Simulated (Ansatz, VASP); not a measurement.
# TaOF2: VASP beside Ansatz, part 2 of 2

Aim: how closely do two programs agree when they are given the same cell, functional and k mesh? Of the first pair: The structure shown is the start of the Ansatz relaxation below; VASP solves that cell, so the two are compared at the walk's first step.

VASP 6.6.1 and Ansatz 0.2.0.

So far. Step 4 (Comparison): The forces differ by 23 meV/Å r.m.s., which is 8.4 % of the r.m.s. force of 0.275 eV/Å (both taken over all components). With vacuum in the cell, a pressure given here is an average over mostly empty space and none of the material.

### Step 5. Ansatz: relaxation, PBE

Level of this step: Ansatz beside VASP: Kohn-Sham DFT, plane waves, PBE (Ansatz).

This run makes the geometry at which the two programs are then compared.

The structure compared here is the end of the Ansatz relaxation.

Contents of input.yaml:

```yaml
crystal:
  lattice:
    - [3.24544773, 0.0, 0.0]
    - [0.0, 3.80014336, 0.0]
    - [0.0, 0.0, 18.50886017]
  atoms:
    - { symbol: Ta, position: [0.0, 0.5, 0.5] }
    - { symbol: F, position: [0.49996547, 0.5, 0.42911146] }
    - { symbol: F, position: [0.50003453, 0.5, 0.57088854] }
    - { symbol: O, position: [0.0, 0.0, 0.5] }
  periodic: [true, true, false]
kpoints:
  mp_grid: { grid: [8, 7, 1] }
scf:
  occupations: { method: fermi_dirac, width: 0.05 }
hamiltonian:
  xc: pbe
  pseudopotentials: { kind: paw }
output:
  forces: true
  stress: true
relax:
  f_tol: 0.02
  max_steps: 50
  cell: {}
```

On the command line:

```
$ ansatz run input.yaml --threads 4 --pin off --max-ram 8192MiB --backend cpu --events-out ev --progress --plain --runs-dir out
```

Numbers of over 12 decimals in the logs are rounded to 6 here.

The program printed:

```text
[...]
Crystal: 4 atoms, lattice volume = 358.257 Å³
Basis set: ecut = 420 eV, 7063 PW (Γ), exchange–correlation on 48×54×400 points (8 copies of the dense FFT grid, shifted against one another)
Bands: 21, of which v1, the nominal top of the filled ones, is band 17 counted from 1 (16 counted from 0)
Symmetry: 4 space group operations
[...]
P = ½ c Tr σ = -0.0060 N/m
--- Relaxed structure (8 steps of the walk, 7 accepted, 2 SCFs on fresh bases) ---
[...]
cell:  # Å, volume = 319.2666 Å³
    - [2.846400, 0, 0]
    - [0, 3.861334, 0]
    - [0, 0, 29.048264]
  atoms:
    - { symbol: Ta, position: [0, 0.500000, 0.318588] }
    - { symbol: F, position: [0.500000, 0.500000, 0.265295] }
    - { symbol: F, position: [0.500000, 0.500000, 0.371881] }
    - { symbol: O, position: [0, 0, 0.318588] }
[key lines of the parts left out:]
SCF converged after 7 iterations
Free energy (F): -12119.331992 eV
Fermi energy:    -5.035025 eV
```

### Step 6. VASP: single point, PBE, relaxed cell, pair 2

The same cell, functional, mesh and smearing now go to VASP, with its own data sets.

Contents of INCAR:

```
SYSTEM = TaOF2
PREC = Accurate
ENCUT = 520
EDIFF = 1E-06
NELM = 120
ISMEAR = -1
SIGMA = 0.05
LREAL = .FALSE.
ALGO = Normal
GGA = PE
NBANDS = 21
LASPH = .TRUE.
LORBIT = 11
LWAVE = .FALSE.
LCHARG = .FALSE.
ISIF = 2
LDIPOL = .TRUE.
IDIPOL = 3
DIPOL = 0.5 0.5 0.319
LVHAR = .TRUE.
GGA_COMPAT = .FALSE.
NELMDL = -8
```

Contents of POSCAR:

```
TaOF2
1.0
    2.8464000908      0.0000000000      0.0000000000
    0.0000000000      3.8613335869      0.0000000000
    0.0000000000      0.0000000000     29.0482642981
Ta F O
1 2 1
Direct
    0.0000000000      0.5000000000      0.3185880571
    0.4999999967      0.5000000000      0.2652949029
    0.5000000033      0.5000000000      0.3718812113
    0.0000000000      0.0000000000      0.3185880571
```

Contents of KPOINTS:

```
Automatic mesh
0
Gamma
8 7 1
0 0 0
```

Potentials, in the order of the species: Ta_pv, F and O (PBE family, release 64).

On the command line:

```
$ mpirun -np 1 vasp_std
```

The program printed:

```text
[... set-up lines as in an earlier step ...]
 entering main loop
       N       E                     dE             d eps       ncg     rms          rms(c)
DAV:   1     0.295147702860E+03    0.29515E+03   -0.13675E+04  1016   0.109E+03
DAV:   2     0.639311896664E+01   -0.28875E+03   -0.27493E+03  1290   0.270E+02
DAV:   3    -0.354252695397E+02   -0.41818E+02   -0.41413E+02  1028   0.115E+02
DAV:   4    -0.363687316394E+02   -0.94346E+00   -0.93848E+00  1076   0.189E+01
[...]
DAV:  23    -0.313164461158E+02   -0.28390E-05   -0.84795E-08   655   0.985E-04    0.198E-04
DAV:  24    -0.313164472267E+02   -0.11109E-05   -0.40070E-08   685   0.729E-04    0.657E-05
DAV:  25    -0.313164479610E+02   -0.73425E-06   -0.27421E-08   670   0.490E-04
   1 F= -.31316448E+02 E0= -.31312393E+02  d E =-.810948E-02
```

From OUTCAR (step 6):

```text
  Total        0.1828132      0.2282608      0.0890561      0.0000000      0.0000000      0.0000000
  in kB        0.9174124      1.1454823      0.4469108      0.0000000      0.0000000      0.0000000
  external PRESSURE =       0.8366019 kB  Pullay stress =       0.0000000 kB

 POSITION                                       TOTAL-FORCE (eV/Angst)
 -----------------------------------------------------------------------------------
      0.00000      1.93067      9.25443         0.000000      0.000000      0.000000
      1.42320      1.93067      7.70636         0.000000      0.000000     -0.066426
      1.42320      1.93067     10.80250         0.000000      0.000000      0.066426
      0.00000      0.00000      9.25443         0.000000      0.000000      0.000000
 -----------------------------------------------------------------------------------
    total drift:                                0.000000      0.000000      0.000365

  FREE ENERGIE OF THE ION-ELECTRON SYSTEM (eV)
  ---------------------------------------------------
  free  energy   TOTEN  =       -31.3164479610 eV

  energy  without entropy=      -31.3083384787  energy(sigma->0) =      -31.31239322

[... 1 part as in an earlier step ...]

[... 2 further parts left out ...]
[key lines of the parts left out:]
E-fermi :  -3.7257
```

### Step 7. Comparison

What differs besides the data sets and the points named for the pairs above, as far as they apply: the data sets hold 33 valence electrons in Ansatz (on its default PAW (the set named soft_2) files) and 31 in VASP. Total energies have different zeros and are not compared.

Forces (eV/Å; atoms numbered as in POSCAR):

| atom | Ansatz x, y, z | VASP x, y, z |
| --- | --- | --- |
| Ta1 | 0.000, 0.000, 0.000 | 0.000, 0.000, 0.000 |
| F2 | 0.000, 0.000, 0.003 | 0.000, 0.000, -0.066 |
| F3 | 0.000, 0.000, -0.003 | 0.000, 0.000, 0.066 |
| O4 | 0.000, 0.000, 0.000 | 0.000, 0.000, 0.000 |

The forces differ by 28 meV/Å r.m.s., where the r.m.s. force is 0.001 eV/Å in Ansatz and 0.027 eV/Å in VASP: the atoms lie near their places of rest in Ansatz, so a percentage would say little (all taken over all components). With vacuum in the cell, a pressure given here is an average over mostly empty space and none of the material.

### Step 8. Results

- r.m.s. force difference (single point, PBE, start cell, pair 1): 8.4 % of the r.m.s. force
- r.m.s. force difference (single point, PBE, relaxed cell, pair 2): 28 meV/Å

**Reading.** The r.m.s. force difference is 8.4 % of the r.m.s. force (single point, PBE, start cell, pair 1), beyond the 3 % picked in this series as the mark of a large difference. The data sets hold unlike numbers of valence electrons (33 in Ansatz and 31 in VASP), so part of the differences comes from the potentials. What causes the difference of the single point, PBE, start cell, pair 1 pair stays open here. What causes the difference of the single point, PBE, relaxed cell, pair 2 pair stays open here. How closely two codes agree says nothing of how well the functional describes the real material.

[Lines on the potential files, build, host, timing and source positions are cut from VASP's logs without a mark.]

[Logs are printed without paths, hosts, clocks, repeated set-up lines and the standing remarks that a program may print on its own settings, such as how far it seeks lower states.]

[Hosts, paths, dates, database ids (printed as entryN), source tags and the programs' standing remarks are cut or masked in the printed files.]
